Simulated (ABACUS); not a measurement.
## InPd in ABACUS: the effect of functional

Crystal: InPd.

```xyz
2
Lattice="3.2719 0.0000 0.0000 0.0000 3.2719 0.0000 0.0000 0.0000 3.2719" Properties=species:S:1:pos:R:3 pbc="T T T"
In    0.0000    0.0000    0.0000
Pd    1.6359    1.6359    1.6359
```

The cell comes from a database or a generator and needn't be the stable form of this composition.

Alike in all runs:

* Program: ABACUS 3.10.1
* Task: single point
* Potentials or basis: SG15 ONCV 1.2 PBE
* Cutoff: 1361 eV
* Density cutoff: 5442 eV
* Basis: DZP LCAO (the cutoffs set its grid)
* k mesh: 6 × 6 × 6
* Occupations: fermi-dirac, width 0.05 eV
* Spin: no spin polarisation

```csv
functional,pressure (GPa)
LDA,-4.5
PBEsol,0.2
BLYP,13.4
revPBE,?
TPSS,2.0
r2SCAN,-0.2
```

Task: What does the run with functional revPBE give?

Result: Pressure 9.5 GPa.

Caveats: the atomic orbitals were generated for these runs and aren't a published set; the potentials were made for another functional, which shifts forces and pressure; the basis of atomic orbitals isn't converged, which shifts pressures, moduli and gaps.

Runs at the PBE level aren't shown here.
